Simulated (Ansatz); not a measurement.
# LiH, space group Fm-3m: a band structure

Computed with Ansatz 0.2.0, Python API.

The script reads `POSCAR`:
```text
LiH
1.0
   0.00000000    2.03675000    2.03675000
   2.03675000    0.00000000    2.03675000
   2.03675000    2.03675000    0.00000000
Li H
1 1
Direct
   0.00000000    0.00000000    0.00000000
   0.50000000    0.50000000    0.50000000
```

The cells in order, each with its output:

In [1]:
```python
import ansatz as az
from ase.io import read
import numpy as np
import pandas as pd
```

In [2]:
```python
atoms = read('POSCAR', format='vasp')
xtal = az.Crystal.from_ase(atoms)
```

In [3]:
```python
xtal.resolved().sites[-1]
```
Out [3]:
```text
Site(symbol='H', position=(0.5, 0.5, 0.5), moment=None, axis=None, held=None, saved=None)
```

In [4]:
```python
path = [
    ('K', (0.375, 0.375, 0.75)),
    ('G', (0.0, 0.0, 0.0)),
    ('L', (0.5, 0.5, 0.5)),
    ('W', (0.5, 0.25, 0.75)),
    ('X', (0.5, 0.0, 0.5)),
]
calculation = (
    xtal.calculation()
    .functional('pbesol')
    .pseudopotentials('paw')
    .kpoints(8, 8, 8)
    .occupations('fixed')
    .band_structure([point for _, point in path], intervals=8)
    .scf(extra_bands=6)
    .bader_charges()
)
planned = calculation.session().plan(threads=1)
facts = planned.describe()
print('plan:', facts['n_bands'], 'bands,', len(facts['kpoints_frac']), 'k-points, plane waves', facts['n_pw_range'], 'grid', facts['fft_dense'])
result = planned.execute()
summary = result.report
```
```text
DeckWarning: basis.ecutwfc = 420 eV, auto-derived from the records' recommended cutoffs: set by Li (normal level)
plan: 8 bands, 29 k-points, plane waves [323, 343] grid [20, 20, 20]
```

In [5]:
```python
summary['published_state_doubts']
```
Out [5]:
```text
[]
```

In [6]:
```python
for key in ('converged', 'n_iterations', 'n_electrons', 'n_kpoints', 'n_pw', 'n_symmetry_ops', 'free_energy_ev', 'fermi_energy_ev'):
    print(f'{key:18s} {summary[key]}')
```
```text
converged          True
n_iterations       6
n_electrons        4.0
n_kpoints          29
n_pw               331
n_symmetry_ops     48
free_energy_ev     -219.4944822889918
fermi_energy_ev    0.5463106007487668
```

In [7]:
```python
basins = result.bader_charges()
frame = pd.DataFrame([(a.symbol, a.partial_charge_e, a.basin.volume_ang3) for a in basins.atoms], columns=['atom', 'charge (e)', 'volume (A^3)'])
print(frame.round(3).to_string())
print('sum of charges', round(frame['charge (e)'].sum(), 4), ' sum of volumes', round(frame['volume (A^3)'].sum(), 3))
```
```text
  atom  charge (e)  volume (A^3)
0   Li       0.853         3.637
1    H      -0.853        13.261
sum of charges -0.0  sum of volumes 16.898
```

In [8]:
```python
bands = result.band_structure()
fermi = bands.fermi_energy_ev
print(f'zero of the bands: {fermi:.3f} eV, the Fermi level found on the SCF mesh')
for spin, channel in enumerate(bands.channels):
    print('channel', spin, '- computed levels within 6 eV of the Fermi level')
    for i, (label, _) in enumerate(path):
        levels = channel.eigenvalues_ev[i * 8] - fermi
        print(f'  {label:3s}', ' '.join(f'{e:7.3f}' for e in levels if abs(e) < 6))
```
```text
zero of the bands: 0.546 eV, the Fermi level found on the SCF mesh
channel 0 - computed levels within 6 eV of the Fermi level
  K    -0.495   3.898
  G    -5.366
  L    -2.566   4.575
  W    -0.212   5.003   5.003
  X     0.000   2.786
```

Reading the output:
- Absolute energies stand on the zero of these potentials, so only differences at equal settings mean something. A total without «per atom» is that of the cell as typed.
- With fixed filling the reported Fermi level is the top filled level among the k-points of the SCF.
- The zero of the levels is a convention of the potentials, so an absolute Fermi energy is no work function.
- Bader volumes count only the part of each basin above a small density, so their sum can fall short of the cell.
- The starting cell is as deposited in a crystallographic database; the results hold for this polymorph, which needn't be the stable one.
- Gaps and levels are Kohn-Sham values on a finite set of k-points.
- Warnings are shown shortened and without file and line.
- Hardware and time: 5.1 s on 1 thread of Intel(R) Xeon(R) 6975P-C (Granite Rapids), with other jobs on the host, peak memory 0.42 GiB.

(Lines on the test bed's own set-up are left out of the output.)
